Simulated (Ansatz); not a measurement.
Run times of several calculations on ZnS with an S vacancy

ZnS with an S vacancy, cell charge +2. Cell: 35 atoms, space group P31m, a = 6.603 Å, b = 6.603 Å, c = 18.690 Å, α = 90.00°, β = 90.00°, γ = 120.00°.

All runs are DFT with Ansatz 0.2.0 on 1 thread of Arm Neoverse V2 (aarch64; 32 cores open to the job, memory cap 3.0 GiB, no GPU), a shared host.

Q: Rank the runs by wall time, shortest first.
A. single point, PBE, 420 eV, 3×3×1 k-points, smearing 0.01 eV
B. relaxation of the ions, PBE, 420 eV, 3×3×1 k-points, smearing 0.01 eV
C. single point at relaxed positions, r2SCAN, 500 eV, 3×3×1 k-points, smearing 0.01 eV

A: A (1.9 min, 1.2 GiB), C (3.4 min, 2.4 GiB), B (7.1 min, 1.3 GiB).
